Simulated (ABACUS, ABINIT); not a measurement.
This is a calculation of V for ABINIT 10.8.3 (patched build). 

run.abi

```
# Pseudopotentials
pp_dirpath "./"
pseudos "V.LDA_PW-JTH.xml"

# Structure
acell 2.6229311404 2.6229311404 2.6229311404 Angstrom
rprim
    -0.5773502692     0.5773502692     0.5773502692
     0.5773502692    -0.5773502692     0.5773502692
     0.5773502692     0.5773502692    -0.5773502692
ntypat 1
znucl 23
natom 1
typat 1
xred
     0.0000000000     0.0000000000     0.0000000000

# Plane-wave basis
ecut 15.0
pawecutdg 30.0

# k points
kptopt 1
ngkpt 10 10 10
nshiftk 1
shiftk 0.0 0.0 0.0

# Exchange and correlation
ixc 7

# Bands and occupations
nband 11
occopt 3
tsmear 0.05 eV

# Spin
nsppol 2
spinat
     0.0000000000     0.0000000000     2.0000000000

# SCF cycle
nstep 100
tolvrs 1.0e-9

# Output
iomode 3
prtwf 0
prtden 0
prteig 0
prtebands 0
enunit 1
```

Potentials or basis: JTH PAW LDA v2.0.

The run is started by

```bash
$ abinit run.abi > log 2>&1
```

**Question.** Set up the same calculation for ABACUS 3.10.1 (ASE script). Potentials or basis there: PseudoDojo NC SR 0.4.1 LDA stringent, plane waves, cutoff 1143 eV.

**Answer.** As run (cutoffs and basis follow the program's own potentials, and thresholds, step limits or extra output files can differ):

run_abacus.py

```python
"""ABACUS run from a structure file: ASE reads it, the script writes STRU, KPT and INPUT."""
import re
import subprocess
import spglib
from ase import Atoms
from ase.io import read
from ase.units import Bohr

atoms = read("V.cif")
cell, frac, numbers = spglib.standardize_cell((atoms.cell[:], atoms.get_scaled_positions(), atoms.numbers), to_primitive=True, symprec=1e-4)
atoms = Atoms(numbers=numbers, cell=cell, scaled_positions=frac, pbc=True)  # the primitive cell
atoms = atoms[(-atoms.numbers).argsort(kind="stable")]  # ABACUS lists atoms element by element
pseudo = {'V': 'V.upf'}
orbital = {}
magmoms = [2.0]
kmesh = [10, 10, 10]
params = {
    'suffix': 'V',
    'calculation': 'scf',
    'basis_type': 'pw',
    'pseudo_dir': './',
    'symmetry': 1,
    'dft_functional': 'pz',
    'ecutwfc': 84,
    'pseudo_rcut': 10,
    'nspin': 2,
    'nbands': 18,
    'ks_solver': 'dav',
    'smearing_method': 'fd',
    'smearing_sigma': 0.00367493,
    'scf_thr': 1e-08,
    'scf_nmax': 100,
    'mixing_type': 'broyden',
    'mixing_beta': 0.4,
    'cal_force': 1,
    'cal_stress': 1,
    'out_chg': 1,
    'out_pot': 2,
    'out_elf': 1,
}

symbols = atoms.get_chemical_symbols()
elements = list(dict.fromkeys(symbols))
lines = ["ATOMIC_SPECIES"] + [f"{e} {atoms.get_masses()[symbols.index(e)]:.4f} {pseudo[e]}" for e in elements]
if orbital:
    lines += ["", "NUMERICAL_ORBITAL"] + [orbital[e] for e in elements]
lines += ["", "LATTICE_CONSTANT", f"{1 / Bohr:.10f}", "", "LATTICE_VECTORS"]
lines += [" ".join(f"{x:.10f}" for x in v) for v in atoms.cell]
lines += ["", "ATOMIC_POSITIONS", "Direct"]
for e in elements:
    lines += ["", e, "0.0", str(symbols.count(e))]
    for i, p in enumerate(atoms.get_scaled_positions(wrap=False)):
        if symbols[i] == e:
            mag = "" if magmoms is None else " mag " + " ".join(str(x) for x in (magmoms[i] if isinstance(magmoms[i], list) else [magmoms[i]]))
            lines.append(" ".join(f"{x:.10f}" for x in p) + " 1 1 1" + mag)
open("STRU", "w").write("\n".join(lines) + "\n")
open("KPT", "w").write("K_POINTS\n0\nGamma\n%d %d %d 0 0 0\n" % tuple(kmesh))
open("INPUT", "w").write("INPUT_PARAMETERS\n" + "".join(f"{k:<20s}{v}\n" for k, v in params.items()))

done = subprocess.run(['mpirun', '-np', '4', 'abacus'])
if done.returncode:
    raise SystemExit(done.returncode)
log = open("OUT.V/running_scf.log").read()
print("final energy (eV):", re.findall(r"FINAL_ETOT_IS (\S+)", log))
```

The input V.cif:

```cif
data_V
_cell_length_a 3.02870000
_cell_length_b 3.02870000
_cell_length_c 3.02870000
_cell_angle_alpha 90.00000000
_cell_angle_beta 90.00000000
_cell_angle_gamma 90.00000000
_space_group_name_H-M_alt 'Im-3m'
_space_group_name_Hall '-I 4 2 3'
_space_group_IT_number 229
loop_
_space_group_symop_operation_xyz
'x,y,z'
'-x,-y,-z'
'-y,x,z'
'y,-x,-z'
'-x,-y,z'
'x,y,-z'
'y,-x,z'
'-y,x,-z'
'x,-y,-z'
'-x,y,z'
'-y,-x,-z'
'y,x,z'
'-x,y,-z'
'x,-y,z'
'y,x,-z'
'-y,-x,z'
'z,x,y'
'-z,-x,-y'
'z,-y,x'
'-z,y,-x'
'z,-x,-y'
'-z,x,y'
'z,y,-x'
'-z,-y,x'
'-z,x,-y'
'z,-x,y'
'-z,-y,-x'
'z,y,x'
'-z,-x,y'
'z,x,-y'
'-z,y,x'
'z,-y,-x'
'y,z,x'
'-y,-z,-x'
'x,z,-y'
'-x,-z,y'
'-y,z,-x'
'y,-z,x'
'-x,z,y'
'x,-z,-y'
'-y,-z,x'
'y,z,-x'
'-x,-z,-y'
'x,z,y'
'y,-z,-x'
'-y,z,x'
'x,-z,y'
'-x,z,-y'
'x+1/2,y+1/2,z+1/2'
'-x+1/2,-y+1/2,-z+1/2'
'-y+1/2,x+1/2,z+1/2'
'y+1/2,-x+1/2,-z+1/2'
'-x+1/2,-y+1/2,z+1/2'
'x+1/2,y+1/2,-z+1/2'
'y+1/2,-x+1/2,z+1/2'
'-y+1/2,x+1/2,-z+1/2'
'x+1/2,-y+1/2,-z+1/2'
'-x+1/2,y+1/2,z+1/2'
'-y+1/2,-x+1/2,-z+1/2'
'y+1/2,x+1/2,z+1/2'
'-x+1/2,y+1/2,-z+1/2'
'x+1/2,-y+1/2,z+1/2'
'y+1/2,x+1/2,-z+1/2'
'-y+1/2,-x+1/2,z+1/2'
'z+1/2,x+1/2,y+1/2'
'-z+1/2,-x+1/2,-y+1/2'
'z+1/2,-y+1/2,x+1/2'
'-z+1/2,y+1/2,-x+1/2'
'z+1/2,-x+1/2,-y+1/2'
'-z+1/2,x+1/2,y+1/2'
'z+1/2,y+1/2,-x+1/2'
'-z+1/2,-y+1/2,x+1/2'
'-z+1/2,x+1/2,-y+1/2'
'z+1/2,-x+1/2,y+1/2'
'-z+1/2,-y+1/2,-x+1/2'
'z+1/2,y+1/2,x+1/2'
'-z+1/2,-x+1/2,y+1/2'
'z+1/2,x+1/2,-y+1/2'
'-z+1/2,y+1/2,x+1/2'
'z+1/2,-y+1/2,-x+1/2'
'y+1/2,z+1/2,x+1/2'
'-y+1/2,-z+1/2,-x+1/2'
'x+1/2,z+1/2,-y+1/2'
'-x+1/2,-z+1/2,y+1/2'
'-y+1/2,z+1/2,-x+1/2'
'y+1/2,-z+1/2,x+1/2'
'-x+1/2,z+1/2,y+1/2'
'x+1/2,-z+1/2,-y+1/2'
'-y+1/2,-z+1/2,x+1/2'
'y+1/2,z+1/2,-x+1/2'
'-x+1/2,-z+1/2,-y+1/2'
'x+1/2,z+1/2,y+1/2'
'y+1/2,-z+1/2,-x+1/2'
'-y+1/2,z+1/2,x+1/2'
'x+1/2,-z+1/2,y+1/2'
'-x+1/2,z+1/2,-y+1/2'
loop_
_atom_site_label
_atom_site_type_symbol
_atom_site_symmetry_multiplicity
_atom_site_Wyckoff_symbol
_atom_site_fract_x
_atom_site_fract_y
_atom_site_fract_z
_atom_site_occupancy
V1 V 2 a 0.0000000000 0.0000000000 0.0000000000 1
```

Potentials or basis: PseudoDojo NC SR 0.4.1 LDA stringent, plane waves.

Run with:

```console
$ OMP_NUM_THREADS=1 python run_abacus.py > log
```

Both were run:

|  | ABINIT | ABACUS |
| --- | --- | --- |
| Pressure | -16.4 GPa | -16.7 GPa |
| Net moment | 0.00 μB per cell | 0.00 μB per cell |

The two programs' LDA may be different fits to the electron gas.

The magnetic state is the one that the start led to; the real crystal's order can differ.

The cell lies far from this level's equilibrium.

Pressure is positive in compression.
